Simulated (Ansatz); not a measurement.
# KBr: what a change of element does

Method: PBE, scalar-relativistic; spin polarisation where moments were expected; PAW, 420 eV, Gaussian smearing of 0.05 eV; code Ansatz.

KBr was relaxed to zero pressure in the COD cell structure.

The structure is cubic, space group Fm-3m (No. 225). Conventional cell: a = 6.706 Å, b = 6.706 Å, c = 6.706 Å, α = 90.00°, β = 90.00°, γ = 90.00°. Around K (site symmetry m-3m) lie 6 Br at 3.35 Å. Around Br (site symmetry m-3m) lie 6 K at 3.35 Å. Neighbours are those within 15 % of a site's shortest distance, so a longer bond may be listed from one end only.

Results for KBr: a (Å) 6.706, V (Å³/atom) 37.69, shortest unlike bond (Å) 3.35, gap (eV) 4.31, B0 (GPa) 13, E_f (eV/atom) -1.77.

All K is replaced by Li and the cell relaxed again in the same space group. What comes out?

LiBr: a (Å) 5.511, V (Å³/atom) 20.92, shortest unlike bond (Å) 2.76, gap (eV) 4.91, B0 (GPa) 26, E_f (eV/atom) -1.55.

The volume changes by −44.5 %, or −17.8 % in mean length, and the shortest unlike bond by -0.59 Å. The bulk modulus goes from 13.5 to 25.7 GPa, as V^−1.1: with like bonding the larger cell is the softer. The formation energy moves by 0.22 eV/atom, so KBr is the more strongly bound against its own elements. That goes with its larger difference in electronegativity (Pauling: K 0.82, Li 0.98, Br 2.96).

The gaps are differences of one-electron levels. E_f is the formation energy from the elements run alike, at 0 K, without zero-point energy or dispersion between the molecules, chains or layers of the solid elements; it is good to about 0.01 eV/atom as a calculation.

All runs used the PAW datasets of the set soft_2.
